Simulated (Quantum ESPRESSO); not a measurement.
# MnS under changes of volume

One of the cells (17.667 Å³/atom); the others are scaled copies at fixed shape and fractional positions:

```
Mn S
1.0
     0.00000    2.60450    2.60450
     2.60450    0.00000    2.60450
     2.60450    2.60450    0.00000
Mn S
1 1
Direct
  0.00000 0.00000 0.00000
  0.50000 0.50000 0.50000
```

| Property | Result |
| --- | --- |
| Program | Quantum ESPRESSO 7.5 |
| Functional | rev-vdW-DF2 |
| Potentials or basis | PseudoDojo 0.4.1 SR PBE standard |
| Cutoff | 1306 eV |
| Density cutoff | 5225 eV |
| k mesh | 6 × 6 × 6 |
| Occupations | fermi-dirac, width 0.05 eV |
| Spin | collinear spin, ferromagnetic start |
| Starting moments | [4.0, 0.0] μB |

| volume (Å³/atom) | energy over the lowest point (meV/atom) | pressure (GPa) | moment (μB per cell) |
| --- | --- | --- | --- |
| 16.607 | 0.00 | -2.0 | 4.48 |
| 16.961 | 6.07 | -3.1 | 4.54 |
| 17.314 | 13.69 | -4.1 | 4.60 |
| 17.667 | ? | ? | ? |
| 18.021 | 35.93 | -6.1 | 4.68 |
| 18.374 | 50.57 | -7.0 | 4.71 |
| 18.727 | 67.14 | -7.6 | 4.76 |

What does the run at 17.667 Å³/atom give?

Energy over the lowest point 23.55 meV/atom; pressure -5.2 GPa; moment 4.64 μB per cell.

Worked out: A Birch-Murnaghan fit of order 3 (a polynomial in V^(-2/3)) to the other rows has no minimum within the range. It gives 23.77 meV/atom at 17.667 Å³/atom, against the run's 23.55, and -dE/dV = -5.0 GPa, against -5.2. A parabola through the other rows of the moment, of slope 0.127 μB per Å³/atom there, gives 4.64 μB, against the run's 4.64.

Energies are extrapolated to zero smearing.

Caveats: the potentials were made for another functional, which shifts forces and pressure; a cell with one magnetic atom can't hold antiferromagnetic order, which such compounds often take.
